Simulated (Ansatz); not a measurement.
TePb:

```
Pb Te
1.0
     0.00000    3.23100    3.23100
     3.23100    0.00000    3.23100
     3.23100    3.23100    0.00000
Pb Te
1 1
Direct
  0.00000 0.00000 0.00000
  0.50000 0.50000 0.50000
```

Below is the output of Ansatz 0.2.0 for this cell. Logs are shortened: lines on timing, memory, paths and dates and some standing lists are left out, and cuts for length are marked.

```text
Warning: RAYON_NUM_THREADS=1 ignored (pool sized by the plan → 1); use --threads N
LAPW: plane waves up to 7.134 Å⁻¹, error target 1.0e-3 eV per atom; small_component_spin mean_spin; Te in spheres of 1.534 Å, 24 of its electrons in bands, Dirac shells []; Pb in spheres of 1.600 Å, 36 of its electrons in bands, Dirac shells [] (how accurate: hamiltonian.pseudopotentials.lapw.basis_error, Limitations)
Engine: ansatz 0.2.0, aarch64-unknown-linux-gnu
Pseudopotentials: kind: all_electron
Pseudopotential: Pb, LAPW, valence charge 36, lapw/all_electron/scalar/gaussian/Pb, Koelling and Harmon's equation, gaussian nucleus
Pseudopotential: Te, LAPW, valence charge 24, lapw/all_electron/scalar/gaussian/Te, Koelling and Harmon's equation, gaussian nucleus
Functional definition: PBEsol
  exchange = pbesol_x
  correlation = pbesol_c
Crystal: 2 atoms, lattice volume = 67.459 Å³
Basis set: ecut = 193.90091589870914 eV, 411 PW (Γ), exchange–correlation at level 2
Bands: 36, of which v1, the nominal top of the filled ones, is band 30 counted from 1 (29 counted from 0)
Symmetry: 48 space group operations
Space group: Fm-3m (ITA 225), of the structure as read, at distance tolerance 4.1e-5 Å
k-points: 10 of 125
Non-local potential: Pb, projectors of the file, none
Non-local potential: Te, projectors of the file, none
Initial density: superposition of atomic densities (chi_scale 0.1, normalization cell, long waves kept (reshape's long-wave potential 0.00 eV rms))
[... 100 lines left out ...]
  k-point 1: bands = ["-146.9023", "-127.7030", "-116.7546", "-116.7527", "-116.7527", "-116.7527", "-116.7511", "-116.7511", "-116.7511", "-97.0050", "-97.0050", "-97.0050", "-69.4911", "-69.4911", "-69.4911", "-24.4498", "-24.4498", "-24.4437", "-24.4436", "-24.4436", "-5.0031", "-5.0031", "-4.9863", "-4.9816", "-4.9816", "-0.0481", "5.0520", "10.4185", "10.4185", "10.8190", "14.1856", "14.4946", "14.4946", "17.3158", "18.1555", "18.1555"]
  k-point 2: bands = ["-146.9023", "-127.7030", "-116.7546", "-116.7527", "-116.7527", "-116.7527", "-116.7511", "-116.7511", "-116.7511", "-97.0050", "-97.0050", "-97.0050", "-69.4911", "-69.4911", "-69.4911", "-24.4497", "-24.4497", "-24.4435", "-24.4434", "-24.4434", "-5.0124", "-5.0124", "-4.9852", "-4.9715", "-4.9715", "0.7961", "3.4252", "10.6999", "10.6999", "11.4652", "12.6378", "13.1250", "13.1250", "18.9126", "20.0647", "20.0647"]
  k-point 9: bands = ["-146.9023", "-127.7030", "-116.7546", "-116.7527", "-116.7527", "-116.7527", "-116.7511", "-116.7511", "-116.7511", "-97.0050", "-97.0050", "-97.0050", "-69.4911", "-69.4911", "-69.4911", "-24.4499", "-24.4495", "-24.4436", "-24.4433", "-24.4430", "-5.0398", "-5.0006", "-4.9848", "-4.9737", "-4.9636", "1.2895", "3.6712", "8.2362", "8.2364", "10.9679", "13.5468", "16.2974", "16.5057", "17.8012", "19.2547", "21.8056"]
--- Elastic constants: 2 strain directions × 2 members + reference (group order 48) ---
  dense FFT box of the reference and of every strained cell: 24×24×24
  strains applied: 11, 23; error gains: componentwise 1.00 (the most a stress slope's error grows in a printed constant), spectral 1.73 (1 for all six strains in a standard setting)
  C = ∂σ_k/∂η_j (tension-positive GPa; Voigt order 11 22 33 23 13 12):
       120.599      4.323      4.323      0.000      0.000     -0.000
         4.323    120.599      4.323     -0.000      0.000      0.000
         4.323      4.323    120.599     -0.000      0.000      0.000
         0.000      0.000      0.000     14.759     -0.000      0.000
        -0.000     -0.000      0.000     -0.000     14.759      0.000
        -0.000      0.000      0.000      0.000      0.000     14.759
  reference stress σ⁰ (GPa):      0.391      0.391      0.391     -0.000      0.000      0.000
  no Pulay correction (none for the plane-wave cutoff is built on LAPW): the batch's stresses and constants are at fixed plane waves
  C* (energy form; C + prestress term) asymmetry max|C*_kj − C*_jk| = 8.882e-16 GPa — a small one proves nothing (zero by symmetry where the batch's group is 432, −43m or m−3m); a large one is finite-difference/SCF noise where every solve meets its electron count
  moduli (Voigt/Reuss/Hill, GPa): K = 43.08/43.08/43.08   G = 32.11/21.04/26.57   E = 66.13   ν = 0.244
  mechanically stable: yes (min eigenvalue of sym C = 14.76 GPa)
  where every solve meets its electron count the energy-path curvature estimates C_jj along a normal strain and C_jj − ¼(σ⁰_aa + σ⁰_bb) along a shear (ab), closely only under elastic.basis: deformed
  strain η (Voigt 11):  stress-route row diagonal C_11 = 120.60 GPa, energy-path curvature d²(F+E_count)/dδ²/Ω₀ = 120.59 GPa
         δ    σ_11 (GPa)             F (eV)   n_scf  n_hpsi   n_pw
    -2.000e-3       0.1462     -752721.8427198       8   20558    424   relax 0 steps, max|allowed force component| 9.86e-31 eV/Å
     2.000e-3       0.6286     -752721.8420638       8   20578    424   relax 0 steps, max|allowed force component| 9.86e-31 eV/Å
  strain η (Voigt 23):  stress-route row diagonal C_44 = 14.76 GPa, energy-path curvature d²(F+E_count)/dδ²/Ω₀ = 14.56 GPa
         δ    σ_23 (GPa)             F (eV)   n_scf  n_hpsi   n_pw
    -2.000e-3      -0.0295     -752721.8424811       7   28538    424   relax 0 steps, max|allowed force component| 3.25e-30 eV/Å
     2.000e-3       0.0295     -752721.8424811       7   28550    424   relax 0 steps, max|allowed force component| 1.30e-29 eV/Å
```

Q: What input gives this log?

A: Elastic constants with PBEsol, no spin polarisation. The files as run (others can give the same):

input.yaml
```yaml
crystal:
  lattice:
    - [0.0, 3.231, 3.231]
    - [3.231, 0.0, 3.231]
    - [3.231, 3.231, 0.0]
  atoms:
    - { symbol: Pb, position: [0.0, 0.0, 0.0] }
    - { symbol: Te, position: [0.5, 0.5, 0.5] }
kpoints:
  mp_grid: { grid: [5, 5, 5] }
scf:
  occupations: { method: fermi_dirac, width: 0.05 }
hamiltonian:
  xc: pbesol
  pseudopotentials: { kind: all_electron, lapw: { basis_error: 0.001 } }
output:
  forces: true
  stress: true
elastic:
  mode: relaxed_ion
  stencil: two_point
```

Potentials or basis: all-electron LAPW, scalar-relativistic.
The run is started by
```console
$ ansatz run input.yaml --threads 1 --pin off --max-ram 3072MiB --backend cpu --events-out ev --progress --plain --runs-dir out
```

Caveat: this odd mesh misses L, where the gap lies, so gap, dielectric constants and Born charges aren't listed.
